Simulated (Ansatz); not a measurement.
The cell of Ge is invented: random cell by space group and Wyckoff sites (Cmmm, No. 65). The dimensions are guesses.

```
Ge
1.0
     2.89501   -3.26644    0.00000
     2.89501    3.26644    0.00000
     0.00000    0.00000    1.71947
Ge
1
Direct
  0.00000 0.00000 0.00000
```

Level of theory: DFT PBE, scalar-relativistic, plane waves, PAW in Ansatz 0.2.0. Cutoff 420 eV, Gaussian smearing, Γ-centred meshes. Cell and atoms relax first on a coarse mesh and then on a finer one. In between, the cell is made exact in the group found at 0.06 Å. In metals the finer mesh still leaves noise of several meV/atom or more. The steps can't lower the symmetry of their start. No spin polarisation.

A guess keeps its type if space group and coordination stay and the shape of the cell changes little (axis ratios within about 15 %, angles within 6°); the volume may change.

Question: Will the relaxed cell still be of the starting type?

Answer: It doesn't keep its type. The symmetry goes from Cmmm (No. 65) to Pm-3m (No. 221). The end has the simple cubic type. The volume per atom shrinks by 38.8 %, from 32.5 to 19.9 Å³. The shortest distance goes from 1.72 Å (Ge–Ge) to 2.71 Å (Ge–Ge). Counting neighbours within 15 % of an atom's shortest distance, the start has Ge 2 and the end Ge 6. In detail, at the end Ge has 6 Ge at 2.71 Å.

```cif
data_structure
_symmetry_space_group_name_H-M 'Pm-3m'
_symmetry_Int_Tables_number 221
_cell_length_a 2.7105
_cell_length_b 2.7105
_cell_length_c 2.7105
_cell_angle_alpha 90.000
_cell_angle_beta 90.000
_cell_angle_gamma 90.000
_cell_volume 19.91
loop_
_atom_site_label
_atom_site_type_symbol
_atom_site_symmetry_multiplicity
_atom_site_Wyckoff_symbol
_atom_site_fract_x
_atom_site_fract_y
_atom_site_fract_z
_atom_site_occupancy
Ge1 Ge 1 a 0.00000 0.00000 0.00000 1
```

Energies count from the standard state of Ge at the same level.

Question: At what energy does it end?

Answer: +0.24 eV/atom. It lies above the standard state, so it could only be metastable.

The last run used a 20×20×20 mesh for its 1-atom cell and Gaussian smearing of 0.10 eV. A structure relaxed within its symmetry needn't be a true minimum.
